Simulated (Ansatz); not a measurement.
Crystal: Ta2N.

```xyz
3
Lattice="3.1129 0.0000 0.0000 -1.5564 2.6958 0.0000 0.0000 0.0000 4.8698" Properties=species:S:1:pos:R:3 pbc="T T T"
Ta    0.0000    1.7972    1.2404
Ta    1.5564    0.8986    3.6294
N     0.0000    0.0000    0.0000
```

The cell comes from a database or a generator and needn't be the stable form of this composition.

Base run:

* Program: Ansatz 0.2.0
* Functional: PBEsol
* Potentials or basis: Ansatz PAW
* Cutoff: 420 eV
* Density cutoff: 1680 eV
* k mesh: 10 × 10 × 6
* Occupations: gaussian, width 0.05 eV
* Spin: no spin polarisation

Its results: band gap on the k mesh none (metal or under the smearing width); pressure -9.1 GPa.

Q: After a change of settings the same cell gave: band gap on the k mesh none (metal or under the smearing width); pressure -1.3 GPa. Which change was it?
A. functional from PBEsol to PBE
B. functional from PBEsol to revPBE; occupations from gaussian, width 0.05 eV to fermi-dirac, width 0.05 eV
C. functional from PBEsol to BLYP; occupations from gaussian, width 0.05 eV to fermi-dirac, width 0.05 eV
D. occupations from gaussian, width 0.05 eV to gaussian, width 0.02 eV

A: A.

PBE binds less tightly than PBEsol, so the same cell stands under more pressure.

Caveats: the PAW data sets come from PBE, with cores solved anew for the run's functional, which leaves a small shift of forces and pressure (some runs).

Not every run made on this cell is shown here.
